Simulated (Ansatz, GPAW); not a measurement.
This is a calculation of Pb (Lead) for Ansatz 0.2.0. 

Contents of input.yaml:

```yaml
crystal:
  lattice:
    - [0.0, 2.47502, 2.47502]
    - [2.47502, 0.0, 2.47502]
    - [2.47502, 2.47502, 0.0]
  atoms:
    - { symbol: Pb, position: [0.0, 0.0, 0.0] }
kpoints:
  mp_grid: { grid: [9, 9, 9] }
scf:
  occupations: { method: gaussian, width: 0.025 }
hamiltonian:
  xc: pbe
  pseudopotentials: { kind: all_electron, lapw: { basis_error: 0.001 } }
output:
  forces: true
  stress: true
  eigenvalues: true
```

Potentials or basis: all-electron LAPW, scalar-relativistic.

Launch:

```console
$ ansatz run input.yaml --threads 1 --pin off --max-ram 3072MiB --backend cpu --events-out ev --progress --plain --runs-dir out
```

Task: What does the same run look like in GPAW 26.7.0 (ASE script)? Potentials or basis there: GPAW PAW data sets (gpaw-data 1.2.1), cutoff 600 eV.

Result: As run (cutoffs and basis follow the program's own potentials, and thresholds, step limits or extra output files can differ):

The input run.py:

```python
from ase.dft.bandgap import bandgap
from ase.io import read, write
from ase.units import Bohr, GPa
from gpaw import GPAW, PW
from gpaw.elf import elf_from_dft_calculation

atoms = read('Pb.xyz')

calc = GPAW(mode=PW(600),
            xc='PBE',
            kpts={'size': (9, 9, 9), 'gamma': True},
            occupations={'name': 'methfessel-paxton', 'order': 0, 'width': 0.025},
            nbands=14,
            convergence={'density': 1e-05, 'energy': 1e-05},
            maxiter=150,
            txt='gpaw.txt')
atoms.calc = calc
energy = atoms.get_potential_energy()
forces = atoms.get_forces()
stress = atoms.get_stress()
calc.write('gs.gpw')
write('result.traj', atoms)
print(f'Energy: {energy:.6f} eV')
print('Forces (eV/A):')
print(forces.round(4))
print('Stress (GPa):', (stress / GPa).round(3))
print('Fermi level:', round(calc.get_fermi_level(), 4), 'eV')
print(f'Gap: {bandgap(calc)[0]:.4f} eV, direct: {bandgap(calc, direct=True)[0]:.4f} eV')

# fields on the real-space grid
write('density.cube', atoms, data=calc.get_pseudo_density() * Bohr**3)
write('potential.cube', atoms, data=calc.get_electrostatic_potential())
write('elf.cube', atoms, data=elf_from_dft_calculation(calc).data)
```

Pb.xyz

```xyz
1
Lattice="0.0000000000 2.4750200000 2.4750200000 2.4750200000 0.0000000000 2.4750200000 2.4750200000 2.4750200000 0.0000000000" Properties=species:S:1:pos:R:3 pbc="T T T"
Pb     0.0000000000      0.0000000000      0.0000000000
```

Potentials or basis: GPAW PAW data sets (gpaw-data 1.2.1), pw.

Run with:

```sh
$ OMP_NUM_THREADS=1 python run.py
```

Both were run:

|  | Ansatz | GPAW |
| --- | --- | --- |
| Pressure | 2.3 GPa | 2.0 GPa |

Where Ansatz's input types no cutoff or centring, it takes its own default and a Γ-centred mesh.

Pressure is positive in compression.
